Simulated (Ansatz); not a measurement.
Input, command and steps of an Ansatz relaxation.

```yaml
crystal:
  lattice:
    - [3.5230547267, 0.0, 0.0]
    - [0.0, 3.5230547267, 0.0]
    - [0.0, 0.0, 3.5230547267]
  atoms:
    - { symbol: Al, position: [0.0, 0.0, 0.0] }
    - { symbol: Ni, position: [0.0, 0.5, 0.5], spin: 0.3 }
    - { symbol: Ni, position: [0.5, 0.0, 0.5], spin: 0.3 }
    - { symbol: Ni, position: [0.5, 0.5, 0.0], spin: 0.3 }
basis:
  ecutwfc: 420
kpoints:
  mp_grid: { grid: [6, 6, 6] }
hamiltonian:
  xc: pbe
scf:
  occupations: { method: gaussian, width: 0.1 }
  lower_state_search: "off"
output:
  forces: true
  stress: true
  eigenvalues: true
  populations: true
magnetization:
  spin_polarized: true
relax:
  adjacent_minimum: "off"
  f_tol: 0.04
  max_steps: 70
  cell: { stress_tol: 0.4 }
```

```bash
ansatz run input.yaml --threads 1 --pin off --max-ram 2560MiB --backend cpu --events-out ev --progress --plain --runs-dir out
```

The calculation used Ansatz 0.2.0, DFT PBE, scalar-relativistic, plane waves, PAW.

Of 4 frames 4 are shown, positions in Å and forces in eV/Å; the SCF threshold varies from step to step. Steps run on the plane waves of an earlier cell, with a Pulay correction in the pressure. The basis is chosen afresh for the last frame, the zero of the energies, and at times for earlier ones too; energy and pressure step there, also at an unchanged geometry.

```xyz
4
Lattice="3.5231 0.0000 0.0000 0.0000 3.5231 0.0000 0.0000 0.0000 3.5231" Properties=species:S:1:pos:R:3:forces:R:3 pbc="T T T" step=1 free_energy_over_end_meV_per_atom=9.18 pressure_GPa=7.36
Al    0.0000    0.0000    0.0000    0.0000    0.0000    0.0000
Ni    0.0000    1.7615    1.7615    0.0000    0.0000    0.0000
Ni    1.7615    0.0000    1.7615    0.0000    0.0000    0.0000
Ni    1.7615    1.7615    0.0000    0.0000    0.0000    0.0000
4
Lattice="3.5454 0.0000 0.0000 0.0000 3.5454 0.0000 0.0000 0.0000 3.5454" Properties=species:S:1:pos:R:3:forces:R:3 pbc="T T T" step=2 free_energy_over_end_meV_per_atom=2.24 pressure_GPa=3.46
Al    0.0000    0.0000    0.0000    0.0000    0.0000    0.0000
Ni    0.0000    1.7727    1.7727    0.0000    0.0000    0.0000
Ni    1.7727    0.0000    1.7727    0.0000    0.0000    0.0000
Ni    1.7727    1.7727    0.0000    0.0000    0.0000    0.0000
4
Lattice="3.5656 0.0000 0.0000 0.0000 3.5656 0.0000 0.0000 0.0000 3.5656" Properties=species:S:1:pos:R:3:forces:R:3 pbc="T T T" step=3 free_energy_over_end_meV_per_atom=0.16 pressure_GPa=0.21
Al    0.0000    0.0000    0.0000    0.0000    0.0000    0.0000
Ni    0.0000    1.7828    1.7828    0.0000    0.0000    0.0000
Ni    1.7828    0.0000    1.7828    0.0000    0.0000    0.0000
Ni    1.7828    1.7828    0.0000    0.0000    0.0000    0.0000
4
Lattice="3.5656 0.0000 0.0000 0.0000 3.5656 0.0000 0.0000 0.0000 3.5656" Properties=species:S:1:pos:R:3:forces:R:3 pbc="T T T" step=4 free_energy_over_end_meV_per_atom=0.00 pressure_GPa=0.20
Al    0.0000    0.0000    0.0000    0.0000    0.0000    0.0000
Ni    0.0000    1.7828    1.7828    0.0000    0.0000    0.0000
Ni    1.7828    0.0000    1.7828    0.0000    0.0000    0.0000
Ni    1.7828    1.7828    0.0000    0.0000    0.0000    0.0000
```

It took 16 s on 1 thread of Intel(R) Xeon(R) Platinum 8488C (Sapphire Rapids), on a shared host, peak memory 0.38 GiB.

The k mesh is coarse.